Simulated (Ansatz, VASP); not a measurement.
One calculation of Pb, two programs

Contents of INCAR:

```
PREC = Accurate
ENCUT = 520
EDIFF = 1E-6
ISMEAR = -1
SIGMA = 0.1
LREAL = F
LASPH = T
NELM = 100
ALGO = Fast
ISIF = 2
LWAVE = F
LCHARG = F
GGA = RP
NBANDS = 21
```

File KPOINTS:

```
Automatic mesh
0
Gamma
  9 9 9
```

POSCAR

```
Pb
1.0
    0.0000000000      3.4354191397      3.4354191397
    3.4354191397      0.0000000000      3.4354191397
    3.4354191397      3.4354191397      0.0000000000
Pb
2
Direct
    0.1250000000      0.1250000000      0.1250000000
    0.8750000000      0.8750000000      0.8750000000
```

Input for Ansatz:

```yaml
crystal:
  lattice:
    - [0.0, 3.4354191397, 3.4354191397]
    - [3.4354191397, 0.0, 3.4354191397]
    - [3.4354191397, 3.4354191397, 0.0]
  atoms:
    - { symbol: Pb, position: [0.125, 0.125, 0.125] }
    - { symbol: Pb, position: [0.875, 0.875, 0.875] }
hamiltonian:
  xc: rpbe
  pseudopotentials:
    kind: paw
    azcp:
      Pb: "pseudopotentials/Pb.paw.azcp"
basis:
  ecutwfc: 420
  fft_grid_basis: typed
kpoints:
  mp_grid: { grid: [9, 9, 9], shift: [0, 0, 0] }
magnetization:
  spin_polarized: false
scf:
  occupations: { method: fermi_dirac, width: 0.1 }
  lower_state_search: "off"
output:
  stress: true
```

Alike in both runs: task single point; functional RPBE; k mesh 9 × 9 × 9; occupations fermi-dirac, width 0.1 eV; no spin polarisation.

|  | VASP | Ansatz |
| --- | --- | --- |
| version | VASP 6.6.1 | Ansatz 0.2.0 |
| potentials or method | VASP PAW PBE potentials, release 64 (Pb_d) | plane waves (420 eV) with PAW, scalar-relativistic |
| plane-wave cutoff (eV) | 520 | 420 |
| valence electrons in the cell | 28 | 28 |

|  | VASP | Ansatz | Ansatz less VASP |
| --- | --- | --- | --- |
| pressure (GPa) | 3.7 | 3.7 | +0.05 |

Caveats: the PAW data sets were made with another functional, which shifts forces and pressure a little (VASP). Spin-orbit coupling is left out, which matters for the levels of Pb.
